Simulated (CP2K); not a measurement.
# SnTe (F-43m) in CP2K: notebook, part 2 of 2

CP2K 2026.2. The steps go on from the part before.

### Step 3. Single point, r2SCAN, 46.15 Å³/atom (volume scaled by 0.98)

snte_eos.inp

```
&GLOBAL
  PROJECT snte_eos
  RUN_TYPE ENERGY_FORCE
  PRINT_LEVEL LOW
&END GLOBAL
&FORCE_EVAL
  METHOD QS
  STRESS_TENSOR ANALYTICAL
  &DFT
    BASIS_SET_FILE_NAME BASIS_MOLOPT_UZH
    POTENTIAL_FILE_NAME POTENTIAL_UZH
    WFN_RESTART_FILE_NAME previous-RESTART.kp
    &MGRID
      CUTOFF 675
      REL_CUTOFF 60
      NGRIDS 5
    &END MGRID
    &QS
      METHOD GPW
      EPS_DEFAULT 1.0E-10
    &END QS
    &KPOINTS
      SCHEME MONKHORST-PACK 7 7 7
      GAMMA_CENTERED T
      SYMMETRY T
      SYMMETRY_BACKEND SPGLIB
    &END KPOINTS
    &SCF
      SCF_GUESS RESTART
      EPS_SCF 1.0E-6
      MAX_SCF 100
      ADDED_MOS 10
      CHOLESKY OFF
      EPS_EIGVAL 1.0E-7
      &DIAGONALIZATION ON
        ALGORITHM STANDARD
      &END DIAGONALIZATION
      &MIXING ON
        METHOD BROYDEN_MIXING
        ALPHA 0.4
        BETA 1.5
        NBUFFER 8
      &END MIXING
      &SMEAR ON
        METHOD FERMI_DIRAC
        ELECTRONIC_TEMPERATURE [K] 300.557
      &END SMEAR
    &END SCF
    &XC
      &XC_FUNCTIONAL
        &MGGA_X_R2SCAN
        &END MGGA_X_R2SCAN
        &MGGA_C_R2SCAN
        &END MGGA_C_R2SCAN
      &END XC_FUNCTIONAL
    &END XC
    &PRINT
      &KPOINTS ON
      &END KPOINTS
      &MULLIKEN ON
      &END MULLIKEN
      &MO ON
        ENERGIES T
        OCCUPATION_NUMBERS T
        &EACH
          QS_SCF 0
        &END EACH
        ADD_LAST NUMERIC
      &END MO
    &END PRINT
  &END DFT
  &SUBSYS
    &CELL
      A 5.0726559071 0.0000000000 0.0000000000
      B 2.5363279536 4.3930488802 0.0000000000
      C 2.5363279536 1.4643496267 4.1418062044
      PERIODIC XYZ
    &END CELL
    &COORD
      SCALED
      Te  0.2500000000 0.2500000000 0.2500000000
      Sn  0.0000000000 0.0000000000 0.0000000000
    &END COORD
    &KIND Te
      BASIS_SET TZVP-MOLOPT-SCAN-GTH-q6
      POTENTIAL GTH-SCAN-q6
    &END KIND
    &KIND Sn
      BASIS_SET TZVP-MOLOPT-SCAN-GTH-q4
      POTENTIAL GTH-SCAN-q4
    &END KIND
    &PRINT
      &ATOMIC_COORDINATES ON
      &END ATOMIC_COORDINATES
      &CELL ON
      &END CELL
    &END PRINT
  &END SUBSYS
  &PRINT
    &FORCES ON
    &END FORCES
    &STRESS_TENSOR ON
    &END STRESS_TENSOR
  &END PRINT
&END FORCE_EVAL
```

Potentials or basis: POTENTIAL_UZH Te GTH-SCAN-q6, Sn GTH-SCAN-q4; TZVP-MOLOPT-SCAN-GTH basis.

The run is started by

```bash
$ OMP_NUM_THREADS=1 cp2k.psmp -i snte_eos.inp -o snte_eos.out
```

Run time: 13 s. Hardware: 1 thread of AMD EPYC 9R45 (Zen 5), shared host; peak memory 0.54 GiB.

The run converged. Its results:

| Item | Value |
| --- | --- |
| Free energy | -318.5104 eV |
| Pressure | -0.6 GPa |
| Band gap on the k mesh | 0.34 eV, indirect (least direct gap 0.87 eV) |
| Mulliken charges | Te -0.42; Sn +0.42 e |

Caveat: Mulliken charges move with the basis; spin-orbit coupling is left out, which moves the levels of the heavy elements; an odd mesh through Γ misses points on the zone boundary, where band edges often lie; the basis of atomic orbitals isn't converged, which shifts pressures, moduli and gaps.

### Step 4. Single point, r2SCAN, 48.03 Å³/atom (volume scaled by 1.02)

snte_eos.inp: that of step 3 with these lines changed.

```diff
@@ -73,5 +73,5 @@
     &CELL
-      A 5.0726559071 0.0000000000 0.0000000000
-      B 2.5363279536 4.3930488802 0.0000000000
-      C 2.5363279536 1.4643496267 4.1418062044
+      A 5.1407533740 0.0000000000 0.0000000000
+      B 2.5703766870 4.4520230164 0.0000000000
+      C 2.5703766870 1.4840076721 4.1974075533
       PERIODIC XYZ
```

The run is started by

```bash
$ OMP_NUM_THREADS=1 cp2k.psmp -i snte_eos.inp -o snte_eos.out
```

It took 13 s on 1 thread of AMD EPYC 9R45 (Zen 5), shared host; peak memory 0.55 GiB.

The run converged. Its results:

```yaml
Free_energy: -318.4859 eV
Pressure: -1.5 GPa
Band_gap_on_the_k_mesh: 0.44 eV, indirect (least direct gap 0.91 eV)
Mulliken_charges: Te -0.42; Sn +0.42 e
```

Caveat: Mulliken charges move with the basis; spin-orbit coupling is left out, which moves the levels of the heavy elements; an odd mesh through Γ misses points on the zone boundary, where band edges often lie; the basis of atomic orbitals isn't converged, which shifts pressures, moduli and gaps.

### Step 5. Single point, r2SCAN, 45.21 Å³/atom (volume scaled by 0.96)

snte_eos.inp: that of step 4 with these lines changed.

```diff
@@ -73,5 +73,5 @@
     &CELL
-      A 5.1407533740 0.0000000000 0.0000000000
-      B 2.5703766870 4.4520230164 0.0000000000
-      C 2.5703766870 1.4840076721 4.1974075533
+      A 5.0379105981 0.0000000000 0.0000000000
+      B 2.5189552991 4.3629585599 0.0000000000
+      C 2.5189552991 1.4543195200 4.1134367784
       PERIODIC XYZ
```

The run is started by

```bash
$ OMP_NUM_THREADS=1 cp2k.psmp -i snte_eos.inp -o snte_eos.out
```

Wall time 15 s (1 thread of AMD EPYC 9R45 (Zen 5), shared host); peak memory 0.54 GiB.

The run converged. Its results:

```
Free energy            : -318.5145 eV
Pressure               : -0.1 GPa
Band gap on the k mesh : 0.28 eV, indirect (least direct gap 0.84 eV)
Mulliken charges       : Te -0.41; Sn +0.41 e
```

Caveat: Mulliken charges move with the basis; spin-orbit coupling is left out, which moves the levels of the heavy elements; an odd mesh through Γ misses points on the zone boundary, where band edges often lie; the basis of atomic orbitals isn't converged, which shifts pressures, moduli and gaps.

### Step 6. Single point, r2SCAN, 48.97 Å³/atom (volume scaled by 1.04)

snte_eos.inp: that of step 5 with these lines changed.

```diff
@@ -73,5 +73,5 @@
     &CELL
-      A 5.0379105981 0.0000000000 0.0000000000
-      B 2.5189552991 4.3629585599 0.0000000000
-      C 2.5189552991 1.4543195200 4.1134367784
+      A 5.1741358247 0.0000000000 0.0000000000
+      B 2.5870679124 4.4809330668 0.0000000000
+      C 2.5870679124 1.4936443556 4.2246642102
       PERIODIC XYZ
```

Potentials or basis: POTENTIAL_UZH Te GTH-SCAN-q6, Sn GTH-SCAN-q4; TZVP-MOLOPT-SCAN-GTH basis.

The run is started by

```bash
$ OMP_NUM_THREADS=1 cp2k.psmp -i snte_eos.inp -o snte_eos.out
```

Wall time 13 s (1 thread of AMD EPYC 9R45 (Zen 5), shared host); peak memory 0.55 GiB.

The run converged. Its results:

* Free energy: -318.4664 eV
* Pressure: -1.8 GPa
* Band gap on the k mesh: 0.48 eV, indirect (least direct gap 0.93 eV)
* Mulliken charges: Te -0.42; Sn +0.42 e

Caveat: Mulliken charges move with the basis; spin-orbit coupling is left out, which moves the levels of the heavy elements; an odd mesh through Γ misses points on the zone boundary, where band edges often lie; the basis of atomic orbitals isn't converged, which shifts pressures, moduli and gaps.

### Step 7. Single point, r2SCAN, 44.27 Å³/atom (volume scaled by 0.94)

snte_eos.inp: that of step 6 with these lines changed.

```diff
@@ -73,5 +73,5 @@
     &CELL
-      A 5.1741358247 0.0000000000 0.0000000000
-      B 2.5870679124 4.4809330668 0.0000000000
-      C 2.5870679124 1.4936443556 4.2246642102
+      A 5.0026793014 0.0000000000 0.0000000000
+      B 2.5013396508 4.3324473620 0.0000000000
+      C 2.5013396508 1.4441491207 4.0846705451
       PERIODIC XYZ
```

The run is started by

```bash
$ OMP_NUM_THREADS=1 cp2k.psmp -i snte_eos.inp -o snte_eos.out
```

It took 16 s on 1 thread of AMD EPYC 9R45 (Zen 5), shared host; peak memory 0.54 GiB.

The run converged. Its results:

- Free energy: -318.5123 eV
- Pressure: 0.5 GPa
- Band gap on the k mesh: 0.22 eV, indirect (least direct gap 0.82 eV)
- Mulliken charges: Te -0.41; Sn +0.41 e

Caveat: Mulliken charges move with the basis; spin-orbit coupling is left out, which moves the levels of the heavy elements; an odd mesh through Γ misses points on the zone boundary, where band edges often lie; the basis of atomic orbitals isn't converged, which shifts pressures, moduli and gaps.

### Step 8. Single point, r2SCAN, 49.92 Å³/atom (volume scaled by 1.06)

snte_eos.inp: that of step 7 with these lines changed.

```diff
@@ -73,5 +73,5 @@
     &CELL
-      A 5.0026793014 0.0000000000 0.0000000000
-      B 2.5013396508 4.3324473620 0.0000000000
-      C 2.5013396508 1.4441491207 4.0846705451
+      A 5.2070929925 0.0000000000 0.0000000000
+      B 2.6035464963 4.5094748113 0.0000000000
+      C 2.6035464963 1.5031582704 4.2515736250
       PERIODIC XYZ
```

The run is started by

```bash
$ OMP_NUM_THREADS=1 cp2k.psmp -i snte_eos.inp -o snte_eos.out
```

Run time: 13 s. Hardware: 1 thread of AMD EPYC 9R45 (Zen 5), shared host; peak memory 0.55 GiB.

Results (log left out):

```yaml
Free_energy: -318.4427 eV
Pressure: -2.2 GPa
Band_gap_on_the_k_mesh: 0.53 eV, indirect (least direct gap 0.95 eV)
Mulliken_charges: Te -0.43; Sn +0.43 e
```

Caveat: Mulliken charges move with the basis; spin-orbit coupling is left out, which moves the levels of the heavy elements; an odd mesh through Γ misses points on the zone boundary, where band edges often lie; the basis of atomic orbitals isn't converged, which shifts pressures, moduli and gaps.

### Step 9. Equation of state, r2SCAN

Potentials or basis: POTENTIAL_UZH Te GTH-SCAN-q6, Sn GTH-SCAN-q4; TZVP-MOLOPT-SCAN-GTH basis.

No new run: the results of the series are fitted here.

What came out:

- Equilibrium volume: 45.05 Å³/atom
- Bulk modulus: 26 GPa
- Pressure derivative of the bulk modulus: 3.7

Energy against volume, from the lowest point:
| volume (Å³/atom) | energy (meV/atom) |
| --- | --- |
| 44.265 | 1.08 |
| 45.207 | 0.00 |
| 46.149 | 2.03 |
| 47.091 | 6.88 |
| 48.033 | 14.30 |
| 48.974 | 24.05 |
| 49.916 | 35.91 |

Caveat: the basis of atomic orbitals isn't converged, which shifts pressures, moduli and gaps.
